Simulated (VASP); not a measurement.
Wanted: the native input for a VASP 6.6.1 run.

```yaml
Task: relaxation of cell and atoms
Functional: PBEsol
Potentials_or_basis: VASP PAW PBE potentials, release 64 (Ga_d, In_d, P)
Cutoff: 600 eV
k_mesh: 6 × 6 × 4
Occupations: gaussian, width 0.03 eV
Spin: no spin polarisation
Further_INCAR_settings: ALGO = Normal; EDIFF = 1e-06; IBRION = 2; EDIFFG = -0.01; NSW = 90; ISIF = 3
```

The structure of In3Ga5P8 lies in POSCAR:

```
In3Ga5P8
1.0
    0.0000000000      5.6044375000     -5.6044375000
    5.6044375000      5.6044375000      0.0000000000
    5.6044375000      0.0000000000     -5.6044375000
Ga In P
5 3 8
Direct
    0.5000000000      0.0000000000      0.5000000000
    0.5000000000      0.5000000000      0.5000000000
    0.0000000000      0.0000000000      0.5000000000
    0.0000000000      0.5000000000      0.5000000000
    0.5000000000      0.0000000000      0.0000000000
    0.5000000000      0.5000000000      0.0000000000
    0.0000000000      0.0000000000      0.0000000000
    0.0000000000      0.5000000000      0.0000000000
    0.3750000000      0.3750000000      0.3750000000
    0.3750000000      0.8750000000      0.3750000000
    0.8750000000      0.3750000000      0.3750000000
    0.8750000000      0.8750000000      0.3750000000
    0.3750000000      0.3750000000      0.8750000000
    0.3750000000      0.8750000000      0.8750000000
    0.8750000000      0.3750000000      0.8750000000
    0.8750000000      0.8750000000      0.8750000000
```

The cell was built by a generator and needn't be a form met in nature.

These files were run (other wordings do the same):

INCAR

```
SYSTEM = In3Ga5P8
PREC = Accurate
ENCUT = 600
EDIFF = 1E-6
ISMEAR = 0
SIGMA = 0.03
LREAL = .FALSE.
LASPH = .TRUE.
NELM = 80
ALGO = Normal
ISIF = 3
LWAVE = .FALSE.
LCHARG = .FALSE.
GGA = PS
IBRION = 2
NSW = 90
EDIFFG = -0.01
KPAR = 4
```

KPOINTS

```
regular mesh
0
G
  6 6 4
  0 0 0
```

Potentials or basis: VASP PAW PBE potentials, release 64 (Ga_d, In_d, P).

The run is started by

```console
$ cat potpaw_PBE.64/Ga_d/POTCAR potpaw_PBE.64/In_d/POTCAR potpaw_PBE.64/P/POTCAR > POTCAR
$ mpirun -np 4 vasp_std > vasp.out
```

Results of the run:

* Relaxed volume: 22.04 Å³/atom
* Relaxed cell: a = 7.926 Å, b = 7.926 Å, c = 7.935 Å, α = 60.04°, β = 60.04°, γ = 60.00°
* Space group after relaxing (to 0.05 Å): R3m (No. 160)
* Energy gained by relaxing: 37.2 meV/atom
* Ionic steps: 8
* Pressure after relaxing: 0.0 GPa
* Largest force after relaxing: 0.008 eV/Å
* Band gap on the k mesh: 0.83 eV, direct

Caveat: the PAW data sets were made with another functional, which shifts forces and pressure a little; spin-orbit coupling is left out, which moves the levels of the heavy elements.

Run time: 38 min on 4 MPI ranks on Intel(R) Xeon(R) Platinum 8488C (Sapphire Rapids) (shared host), peak memory 1.4 GiB a rank.
